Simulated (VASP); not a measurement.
Here is a VASP 6.6.1 calculation.

INCAR

```
SYSTEM = C
PREC = Accurate
ENCUT = 600
EDIFF = 1E-6
ISMEAR = 0
SIGMA = 0.02
LREAL = .FALSE.
LASPH = .TRUE.
NELM = 100
ALGO = Normal
ISIF = 3
LWAVE = .FALSE.
LCHARG = .FALSE.
GGA = PE
IBRION = 2
NSW = 70
EDIFFG = -0.005
```

File KPOINTS:

```
regular mesh
0
G
  15 15 15
  0 0 0
```

The input POSCAR:

```
C
1.0
    1.2324793900      0.7115723076      3.3565027372
   -1.2324793900      0.7115723076      3.3565027372
    0.0000000000     -1.4231446152      3.3565027372
C
2
Direct
    0.8333929830      0.8333929830      0.8333929830
    0.1666070170      0.1666070170      0.1666070170
```

Potentials or basis: VASP PAW PBE potentials, release 64 (C).

Command:

```sh
$ cat potpaw_PBE.64/C/POTCAR > POTCAR
$ mpirun -np 1 vasp_std > vasp.out
```

(1) Estimate the space group after relaxing (to 0.05 Å).

(2) What does it give for the band gap on the k mesh?

(3) Estimate the relaxed cell.

Answers

(1) R-3m (No. 166).

(2) 0.25 eV, direct.

(3) a = 4.159 Å, b = 4.159 Å, c = 4.159 Å, α = 34.51°, β = 34.51°, γ = 34.51°.

Caveat: an odd mesh through Γ misses points on the zone boundary, where band edges often lie.
